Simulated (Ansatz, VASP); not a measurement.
**AlRu: VASP beside Ansatz**

```
CELL_PARAMETERS angstrom
3.24991 0.00000 0.00000
0.00000 3.24991 0.00000
0.00000 0.00000 2.53493
ATOMIC_POSITIONS crystal
Al 0.00000 0.00000 0.00000
Ru 0.50000 0.50000 0.50000
```

Alike in both runs: task single point; functional PBEsol; k mesh 18 × 18 × 18; occupations gaussian, width 0.15 eV; no spin polarisation.

```csv
,VASP,Ansatz
version,VASP 6.6.1,Ansatz 0.2.0
potentials or method,"VASP PAW PBE potentials, release 64 (Al, Ru_pv)","scalar-relativistic, plane waves, PAW"
plane-wave cutoff (eV),520,420
valence electrons in the cell,17,19
```

```csv
,VASP,Ansatz,Ansatz less VASP
gap on the k mesh at the Fermi level (eV),none,none,-
pressure (GPa),6.3,6.3,+0.04
largest component of the traceless stress (GPa),38.45,38.33,-0.117
```

A gap of «none» marks a metal or a gap that the smearing closes. The two sets of potentials don't hold the same shells in valence.

Caveats: the PAW data sets were made with another functional, which shifts forces and pressure a little (VASP).
